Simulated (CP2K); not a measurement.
# Ge (I4_1/amd) in CP2K: notebook

The runs below take Ge through band structure, with PBEsol, LDA.

All numbers are computed with CP2K 2026.2; they aren't measurements. Logs are shortened: lines on timing, memory, paths and dates and some standing lists are left out, and cuts for length are marked.

### 1 Starting point

Symmetry: I4_1/amd, No. 141, tetragonal system. The conventional cell has a = 5.149 Å, b = 5.149 Å, c = 2.795 Å, α = 90.00°, β = 90.00°, γ = 90.00°. Around Ge (site symmetry -4m2) lie 6 Ge at 2.67 to 2.79 Å.

This isn't the form of Ge at room conditions, which is diamond.

### 2 Band structure, PBEsol

The input, ge_bands.inp:

```
&GLOBAL
  PROJECT ge_bands
  RUN_TYPE ENERGY_FORCE
  PRINT_LEVEL LOW
&END GLOBAL
&FORCE_EVAL
  METHOD QS
  STRESS_TENSOR ANALYTICAL
  &DFT
    BASIS_SET_FILE_NAME BASIS_MOLOPT_UZH
    POTENTIAL_FILE_NAME POTENTIAL_UZH
    &MGRID
      CUTOFF 450
      REL_CUTOFF 60
      NGRIDS 4
    &END MGRID
    &QS
      METHOD GPW
      EPS_DEFAULT 1.0E-9
    &END QS
    &KPOINTS
      SCHEME MONKHORST-PACK 11 11 11
      GAMMA_CENTERED T
      SYMMETRY T
      SYMMETRY_BACKEND SPGLIB
    &END KPOINTS
    &SCF
      SCF_GUESS ATOMIC
      EPS_SCF 1.0E-6
      MAX_SCF 100
      ADDED_MOS 10
      CHOLESKY OFF
      EPS_EIGVAL 1.0E-7
      &DIAGONALIZATION ON
        ALGORITHM STANDARD
      &END DIAGONALIZATION
      &MIXING ON
        METHOD BROYDEN_MIXING
        ALPHA 0.4
        BETA 1.5
        NBUFFER 8
      &END MIXING
      &SMEAR ON
        METHOD FERMI_DIRAC
        ELECTRONIC_TEMPERATURE [K] 580.226
      &END SMEAR
    &END SCF
    &XC
      &XC_FUNCTIONAL
        &GGA_X_PBE_SOL
        &END GGA_X_PBE_SOL
        &GGA_C_PBE_SOL
        &END GGA_C_PBE_SOL
      &END XC_FUNCTIONAL
    &END XC
    &PRINT
      &KPOINTS ON
      &END KPOINTS
      &MULLIKEN ON
      &END MULLIKEN
      &MO ON
        ENERGIES T
        OCCUPATION_NUMBERS T
        &EACH
          QS_SCF 0
        &END EACH
        ADD_LAST NUMERIC
      &END MO
      &BAND_STRUCTURE
        FILE_NAME bands.bs
        ADDED_MOS 4
        &KPOINT_SET
          UNITS B_VECTOR
          NPOINTS 10
          SPECIAL_POINT GAMMA 0.00000000 0.00000000 0.00000000
          SPECIAL_POINT X 0.00000000 0.00000000 0.50000000
          SPECIAL_POINT M -0.50000000 0.50000000 0.50000000
          SPECIAL_POINT GAMMA 0.00000000 0.00000000 0.00000000
          SPECIAL_POINT Z 0.32365581 0.32365581 -0.32365581
          SPECIAL_POINT P 0.25000000 0.25000000 0.25000000
          SPECIAL_POINT N 0.00000000 0.50000000 0.00000000
          SPECIAL_POINT Z1 -0.32365581 0.67634419 0.32365581
          SPECIAL_POINT M -0.50000000 0.50000000 0.50000000
        &END KPOINT_SET
        &KPOINT_SET
          UNITS B_VECTOR
          NPOINTS 10
          SPECIAL_POINT X 0.00000000 0.00000000 0.50000000
          SPECIAL_POINT P 0.25000000 0.25000000 0.25000000
        &END KPOINT_SET
      &END BAND_STRUCTURE
    &END PRINT
  &END DFT
  &SUBSYS
    &CELL
      ABC 3.8998406021 3.8998406021 3.8998406021
      ALPHA_BETA_GAMMA 97.3769836459 97.3769836465 138.0052006467
      PERIODIC XYZ
    &END CELL
    &COORD
      Ge  0.5007286950 1.3046198179 0.0000000000
      Ge  -1.4491916061 1.3046198180 1.8204391384
    &END COORD
    &KIND Ge
      BASIS_SET TZVP-MOLOPT-PBE-GTH-q4
      POTENTIAL GTH-PBE-q4
    &END KIND
    &PRINT
      &ATOMIC_COORDINATES ON
      &END ATOMIC_COORDINATES
      &CELL ON
      &END CELL
      &SYMMETRY ON
      &END SYMMETRY
    &END PRINT
  &END SUBSYS
  &PRINT
    &FORCES ON
    &END FORCES
    &STRESS_TENSOR ON
    &END STRESS_TENSOR
  &END PRINT
&END FORCE_EVAL
```

Potentials or basis: POTENTIAL_UZH Ge GTH-PBE-q4; TZVP-MOLOPT-PBE-GTH basis.

Started as:

```console
$ OMP_NUM_THREADS=1 cp2k.psmp -i ge_bands.inp -o ge_bands.out
```

ge_bands.out:

```text

 CP2K| version string:                                       CP2K version 2026.2
 CP2K| Input file name                                              ge_bands.inp

 GLOBAL| Force Environment number                                              1
 GLOBAL| Basis set file name                                    BASIS_MOLOPT_UZH
 GLOBAL| Potential file name                                       POTENTIAL_UZH
 GLOBAL| MM Potential file name                                     MM_POTENTIAL
 GLOBAL| Coordinate file name                                      __STD_INPUT__
 GLOBAL| Method name                                                        CP2K
 GLOBAL| Project name                                                   ge_bands
 GLOBAL| Run type                                                   ENERGY_FORCE
 GLOBAL| FFT library                                                       FFTW3
[... 8 lines left out ...]
 GLOBAL| CPU model name                                                  UNKNOWN

 CELL| Volume [angstrom^3]:                                            37.048189
 CELL| Vector a [angstrom]:       3.900     0.000     0.000   |a| =     3.899841
 CELL| Vector b [angstrom]:      -2.898     2.609     0.000   |b| =     3.899841
 CELL| Vector c [angstrom]:      -0.501    -1.305     3.641   |c| =     3.899841
 CELL| Angle (b,c), alpha [degree]:                                    97.376984
 CELL| Angle (a,c), beta  [degree]:                                    97.376984
 CELL| Angle (a,b), gamma [degree]:                                   138.005201
 CELL| Numerically orthorhombic:                                              NO
 CELL| Periodicity                                                           XYZ

 CELL_REF| Volume [angstrom^3]:                                        37.048189
 CELL_REF| Vector a [angstrom     3.900     0.000     0.000   |a| =     3.899841
 CELL_REF| Vector b [angstrom    -2.898     2.609     0.000   |b| =     3.899841
 CELL_REF| Vector c [angstrom    -0.501    -1.305     3.641   |c| =     3.899841
 CELL_REF| Angle (b,c), alpha [degree]:                                97.376984
 CELL_REF| Angle (a,c), beta  [degree]:                                97.376984
 CELL_REF| Angle (a,b), gamma [degree]:                               138.005201
 CELL_REF| Numerically orthorhombic:                                          NO
 CELL_REF| Periodicity                                                       XYZ
[... 9 lines left out ...]
 TOTAL NUMBERS AND MAXIMUM NUMBERS

  Total number of            - Atomic kinds:                                   1
                             - Atoms:                                          2
                             - Shell sets:                                     2
                             - Shells:                                        14
                             - Primitive Cartesian functions:                  8
                             - Cartesian basis functions:                     36
                             - Spherical basis functions:                     34

  Maximum angular momentum of the orbital basis functions:                     2

[... 142 lines left out ...]
 MO|      6               0.554522              15.089317               0.000000
 MO|      7               0.618923              16.841750               0.000000
 MO|      8               0.620846              16.894066               0.000000
 MO|      9               0.740630              20.153563               0.000000
 MO|     10               0.826661              22.494600               0.000000
 MO|     11               0.846358              23.030585               0.000000
 MO|     12               0.879672              23.937080               0.000000
 MO|     13               0.910884              24.786414               0.000000
[... 257 lines left out ...]
 MO|      3               0.127131               3.459401               2.000000
 MO|      4               0.169200               4.604167               2.000000
 MO|      5               0.221629               6.030839               1.997095
 MO|      6               0.343964               9.359743               0.000000
 MO|      7               0.486967              13.251034               0.000000
 MO|      8               0.511285              13.912759               0.000000
 MO|      9               0.652520              17.755969               0.000000
 MO|     10               0.712852              19.397681               0.000000
 MO|     11               0.779849              21.220773               0.000000
 MO|     12               0.817405              22.242720               0.000000
 MO|     13               0.910389              24.772950               0.000000
 MO|     14               0.969403              26.378808               0.000000
 MO| Sum:                                                               9.997095
 MO| E(Fermi):            0.233634 a.u.          6.357498 eV

 [... the levels of further k-points ...]

 !-----------------------------------------------------------------------------!
                     Mulliken Population Analysis

 #  Atom  Element  Kind  Atomic population                           Net charge
       1     Ge       1          3.999990                              0.000010
       2     Ge       1          4.000010                             -0.000010
 # Total charge                              8.000000                  0.000000

 !-----------------------------------------------------------------------------!

 KPOINTS| Band Structure Calculation
 KPOINTS| Number of k-point sets                                               2
 KPOINTS| Number of added MOs/bands                                            4
 KPOINTS| Number of k-points in set    1                                      81
 KPOINTS| In units of b-vector [2pi/Bohr]
 KPOINTS| Special point     1       GAMMA     0.000000     0.000000     0.000000
 KPOINTS| Special point     2           X     0.000000     0.000000     0.500000
 KPOINTS| Special point     3           M    -0.500000     0.500000     0.500000
 KPOINTS| Special point     4       GAMMA     0.000000     0.000000     0.000000
 KPOINTS| Special point     5           Z     0.323656     0.323656    -0.323656
 KPOINTS| Special point     6           P     0.250000     0.250000     0.250000
 KPOINTS| Special point     7           N     0.000000     0.500000     0.000000
 KPOINTS| Special point     8          Z1    -0.323656     0.676344     0.323656
 KPOINTS| Special point     9           M    -0.500000     0.500000     0.500000
 KPOINTS| Number of k-points in set    2                                      11
 KPOINTS| In units of b-vector [2pi/Bohr]
 KPOINTS| Special point     1           X     0.000000     0.000000     0.500000
 KPOINTS| Special point     2           P     0.250000     0.250000     0.250000

 ENERGY| Total FORCE_EVAL ( QS ) energy [hartree]             -7.833731085967110

 FORCES| Atomic forces [hartree/bohr]
 FORCES|   Atom     x               y               z               |f|
 FORCES|      1  5.38943419E-10  4.64985928E-09 -8.24062826E-08   8.25391244E-08
 FORCES|      2 -5.38648003E-10 -4.64959797E-09  8.24061311E-08   8.25389565E-08
 FORCES| Sum     2.95416852E-13  2.61311563E-13 -1.51506703E-13
 FORCES| Total atomic force                                       4.22503409E-13

 STRESS| Analytical stress tensor [bar]
 STRESS|                        x                   y                   z
 STRESS|      x        3.32086055874E+04  -1.32770048113E+03  -1.60410972387E-02
 STRESS|      y       -1.32770048113E+03   3.02578710435E+04   1.20763006973E-02
 STRESS|      z       -1.60410972387E-02   1.20763006973E-02   3.37173399038E+04
 STRESS| 1/3 Trace                                             3.23946055116E+04
 STRESS| Determinant                                           3.38204784423E+13

 STRESS| Eigenvectors and eigenvalues of the analytical stress tensor [bar]
 STRESS|                        1                   2                   3
 STRESS| Eigenvalues   2.97484216603E+04   3.37173393831E+04   3.37180554913E+04
 STRESS|      x           0.358241029902      0.025175583574      0.933289641262
 STRESS|      y           0.933629136484     -0.009658583122     -0.358110803075
 STRESS|      z          -0.000001392875      0.999636384774     -0.026964759118
```

Wall time 17 s (1 thread of Arm Neoverse V2, shared host); peak memory 0.27 GiB.

Results:

| Property | Result |
| --- | --- |
| Free energy | -213.1667 eV |
| Pressure | 3.2 GPa |
| Band gap on the k mesh | none (metal or under the smearing width) |

Levels at the corners of the path, in eV from the Fermi level:
```csv
point,band 1,band 2,band 3,band 4,band 5,band 6,band 7,band 8,band 9
Γ,-13.36,-4.10,-2.36,-2.36,4.42,7.90,7.90,8.30,8.59
X,-10.63,-10.63,0.58,0.58,1.90,1.90,7.93,7.93,12.00
M,-8.94,-8.94,-6.02,-6.02,6.35,6.35,11.17,11.17,15.39
Γ,-13.36,-4.10,-2.36,-2.36,4.42,7.90,7.90,8.30,8.59
Z,-7.44,-6.51,-3.92,-3.70,-3.70,3.86,6.86,6.86,14.35
P,-6.91,-6.91,-4.43,-4.43,4.31,4.31,5.02,5.02,9.04
N,-8.09,-6.46,-2.68,-2.04,-1.37,2.43,3.66,5.65,10.01
Z1,-7.44,-6.51,-3.92,-3.70,-3.70,3.86,6.86,6.86,14.35
M,-8.94,-8.94,-6.02,-6.02,6.35,6.35,11.17,11.17,15.39
X,-10.63,-10.63,0.58,0.58,1.90,1.90,7.93,7.93,12.00
P,-6.91,-6.91,-4.43,-4.43,4.31,4.31,5.02,5.02,9.04
```

Caveat: the potentials were made for another functional, which shifts forces and pressure; the basis of atomic orbitals isn't converged, which shifts pressures, moduli and gaps.

### 3 Band structure, LDA

ge_bands.inp, as its differences from that of step 2:

```diff
@@ -10,3 +10,3 @@
     BASIS_SET_FILE_NAME BASIS_MOLOPT_UZH
-    POTENTIAL_FILE_NAME POTENTIAL_UZH
+    POTENTIAL_FILE_NAME GTH_POTENTIALS
     &MGRID
@@ -14,3 +14,3 @@
       REL_CUTOFF 60
-      NGRIDS 4
+      NGRIDS 5
     &END MGRID
@@ -18,3 +18,3 @@
       METHOD GPW
-      EPS_DEFAULT 1.0E-9
+      EPS_DEFAULT 1.0E-10
     &END QS
@@ -44,3 +44,3 @@
         METHOD FERMI_DIRAC
-        ELECTRONIC_TEMPERATURE [K] 580.226
+        ELECTRONIC_TEMPERATURE [K] 116.045
       &END SMEAR
@@ -49,6 +49,6 @@
       &XC_FUNCTIONAL
-        &GGA_X_PBE_SOL
-        &END GGA_X_PBE_SOL
-        &GGA_C_PBE_SOL
-        &END GGA_C_PBE_SOL
+        &LDA_X
+        &END LDA_X
+        &LDA_C_PW
+        &END LDA_C_PW
       &END XC_FUNCTIONAL
@@ -73,3 +73,3 @@
           UNITS B_VECTOR
-          NPOINTS 10
+          NPOINTS 8
           SPECIAL_POINT GAMMA 0.00000000 0.00000000 0.00000000
@@ -86,3 +86,3 @@
           UNITS B_VECTOR
-          NPOINTS 10
+          NPOINTS 8
           SPECIAL_POINT X 0.00000000 0.00000000 0.50000000
@@ -95,4 +95,5 @@
     &CELL
-      ABC 3.8998406021 3.8998406021 3.8998406021
-      ALPHA_BETA_GAMMA 97.3769836459 97.3769836465 138.0052006467
+      A 3.8998406021 0.0000000000 0.0000000000
+      B -2.8983832121 2.6092396359 0.0000000000
+      C -0.5007286950 -1.3046198179 3.6408782768
       PERIODIC XYZ
@@ -100,4 +101,5 @@
     &COORD
-      Ge  0.5007286950 1.3046198179 0.0000000000
-      Ge  -1.4491916061 1.3046198180 1.8204391384
+      SCALED
+      Ge  0.5000000000 0.5000000000 0.0000000000
+      Ge  0.2500000000 0.7500000000 0.5000000000
     &END COORD
@@ -105,3 +107,3 @@
       BASIS_SET TZVP-MOLOPT-PBE-GTH-q4
-      POTENTIAL GTH-PBE-q4
+      POTENTIAL GTH-PADE-q4
     &END KIND
@@ -112,4 +114,2 @@
       &END CELL
-      &SYMMETRY ON
-      &END SYMMETRY
     &END PRINT
```

Potentials or basis: GTH_POTENTIALS Ge GTH-PADE-q4; TZVP-MOLOPT-PBE-GTH basis.

Started as:

```console
$ OMP_NUM_THREADS=1 cp2k.psmp -i ge_bands.inp -o ge_bands.out
```

It took 20 s on 1 thread of Arm Neoverse V2, shared host; peak memory 0.26 GiB.

Results (log left out):

```yaml
Free_energy: -216.9100 eV
Pressure: -2.7 GPa
Band_gap_on_the_k_mesh: none (metal or under the smearing width)
```

Stress tensor (GPa, compression positive):
```
-2.85  0.21  0.00
 0.21 -2.39  0.00
 0.00  0.00 -2.93
```

Levels at the corners of the path, in eV from the Fermi level:
```tsv
point	band 1	band 2	band 3	band 4	band 5	band 6	band 7	band 8	band 9
Γ	-13.34	-4.25	-2.33	-2.33	4.60	7.81	7.81	8.18	8.46
X	-10.63	-10.63	0.58	0.58	1.91	1.91	7.86	7.86	12.11
M	-9.01	-9.01	-5.90	-5.90	6.34	6.34	11.01	11.01	15.41
Γ	-13.34	-4.25	-2.33	-2.33	4.60	7.81	7.81	8.18	8.46
Z	-7.56	-6.58	-3.82	-3.62	-3.62	3.74	6.88	6.88	14.32
P	-6.99	-6.99	-4.34	-4.34	4.25	4.25	4.95	4.95	9.17
N	-8.16	-6.44	-2.74	-2.01	-1.35	2.60	3.62	5.59	10.10
Z1	-7.56	-6.58	-3.82	-3.62	-3.62	3.74	6.88	6.88	14.32
M	-9.01	-9.01	-5.90	-5.90	6.34	6.34	11.01	11.01	15.41
X	-10.63	-10.63	0.58	0.58	1.91	1.91	7.86	7.86	12.11
P	-6.99	-6.99	-4.34	-4.34	4.25	4.25	4.95	4.95	9.17
```

Caveat: the basis of atomic orbitals isn't converged, which shifts pressures, moduli and gaps.
